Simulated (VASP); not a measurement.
Crystal: Ce.

```xyz
1
Lattice="0.0000 2.5806 2.5806 2.5806 0.0000 2.5806 2.5806 2.5806 0.0000" Properties=species:S:1:pos:R:3 pbc="T T T"
Ce    0.0000    0.0000    0.0000
```

| Property | Result |
| --- | --- |
| Program | VASP 6.6.1 |
| Task | single point |
| Functional | PBE |
| Potentials or basis | VASP PAW PBE potentials, release 64 (Ce) |
| Cutoff | 520 eV |
| k mesh | 9 × 9 × 9 |
| Occupations | fermi-dirac, width 0.05 eV |
| Spin | collinear spin, ferromagnetic start |
| Starting moments | [1.0] μB |

On this cell: pressure -5.1 GPa; net moment 0.82 μB per cell; site moments Ce +0.68 μB; band gap on the k mesh none (metal or under the smearing width).

The same run follows on a disturbed copy (cell strained at random at fixed volume):

```xyz
1
Lattice="0.0078 2.5677 2.6095 2.5391 0.0109 2.6065 2.5684 2.5940 -0.0185" Properties=species:S:1:pos:R:3 pbc="T T T"
Ce   -0.0194   -0.0320   -0.0127
```

Q: What does the disturbed cell give?

A: The energy (extrapolated to zero smearing) moves by +1.5 meV/atom; pressure -5.0 GPa; net moment 0.83 μB per cell; site moments Ce +0.69 μB; band gap on the k mesh none (metal or under the smearing width).

Stress tensor (GPa, compression positive):
```
-4.77 -0.36  0.19
-0.36 -5.00  0.12
 0.19  0.12 -5.34
```

Caveats: the magnetic or orbital state may not be the lowest; spin-orbit coupling is left out, which moves the levels of the heavy elements.
